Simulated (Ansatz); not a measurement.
## What a change of settings does to a run on Ti

Structure from Materials Project entry mp-73 (possibly hypothetical), not relaxed further. The listed cell was then made from it by scaling, straining or moving an atom.

First run: DFT, PBE, all-electron LAPW, scalar-relativistic (Ansatz 0.2.0).

Command: `ansatz run input.yaml --threads 1 --pin off --max-ram 2048MiB --backend cpu --events-out ev --progress --plain --runs-dir out` The run took 4.5 s on 1 thread of Intel(R) Xeon(R) 6975P-C (Granite Rapids), with other jobs on the host.

```yaml
crystal:
  lattice:
    - [-1.603844766, 1.603844766, 1.603844766]
    - [1.603844766, -1.603844766, 1.603844766]
    - [1.603844766, 1.603844766, -1.603844766]
  atoms:
    - { symbol: Ti, position: [0.0, 0.0, 0.0] }
kpoints:
  mp_grid: { grid: [18, 18, 18] }
scf:
  occupations: { method: fermi_dirac, width: 0.05 }
hamiltonian:
  xc: pbe
  pseudopotentials: { kind: all_electron, lapw: { basis_error: 0.001 } }
output:
  forces: true
  stress: true
  eigenvalues: true
```

Result: converged; pressure 5.14 GPa; no gap on the k mesh; 6 SCF iterations.

The input is then changed:

```diff
@@ -11,5 +11,5 @@
   occupations: { method: fermi_dirac, width: 0.05 }
 hamiltonian:
-  xc: pbe
+  xc: rpbe
   pseudopotentials: { kind: all_electron, lapw: { basis_error: 0.001 } }
 output:
```

**Question.** What does the second run give?

**Answer.** It converged; pressure 8.59 GPa; no gap on the k mesh; 6 SCF iterations.

The results part of its log:

```
SCF 1 converged in 6 iterations: F = -23237.568424 eV  dr2 = 1.08e-9
SCF converged after 6 iterations
Free energy (F): -23237.568424 eV
Harris-Foulkes:  -23237.568424 eV  (|F-HF|=4.25e-9)
Internal energy: -23237.550670 eV  (E = F + TS)
E sigma→0 (E₀):  -23237.559547 eV
Entropy (-TS):   -0.017754 eV (-17.754 meV/atom)
Fermi energy:    14.486674 eV
--- Per-component energies (eV) ---
  E_band       = -140.425038
  E_kinetic    = 23464.581169
  E_xc         = -1153.156461
  E_electrostatic = -45548.975379  (all electrons and nuclei)
  E_smearing   = -0.017754  (= −TS)
  E_closure    = 0.000000  (closes the sum)
  E_atoms      = -23231.392693  (free atoms, spherical and without spin; not in F)
  Σ components = -23237.568424   (vs F -23237.568424, Δ=0.00e0)
  Basis errors (estimates in eV, not in F): energy 1.2e-4 per atom: plane waves 1.0e-4 (5.3e-5 summed), levels above the bands 6.3e-75, relativity 1.6e-8, radial functions 1.8e-5, core shells 8.2e-8; eigenvalues (radial functions only) 1.1e-6; not estimated: angular momenta, meshes, grids; target (lapw.basis_error) 1.0e-3; muffin-tin radii Ti 1.389 Å
--- Forces (eV/Å), atoms counted from 1 ---
  atom   1  Ti    -0.00000000    -0.00000000    -0.00000000
  max |Σ_I F_I| component: 7.56e-31 eV/Å
--- Stress (GPa, compression-positive) ---
        8.594222       0.000000      -0.000000
        0.000000       8.594222      -0.000000
       -0.000000      -0.000000       8.594222
  P = ⅓ Tr σ = 8.5942 GPa (85.942 kbar)
--- Band table (eV; the first three rows and the last of 195) ---
  k-point 0: bands = ["-42.0494", "-17.7930", "-17.7930", "-17.7930", "8.4498", "15.5374", "15.5374", "15.5374", "17.4033", "17.4033"]
  k-point 1: bands = ["-42.0446", "-17.8180", "-17.8006", "-17.7932", "8.5605", "15.4848", "15.5231", "15.6196", "17.3401", "17.4063"]
  k-point 2: bands = ["-42.0307", "-17.8892", "-17.8223", "-17.7937", "8.8842", "15.3367", "15.4606", "15.8613", "17.1965", "17.4174"]
  k-point 194: bands = ["-41.7770", "-18.3298", "-18.3298", "-18.3298", "12.1988", "12.1988", "18.6690", "18.6690", "18.6690", "23.2836"]
```
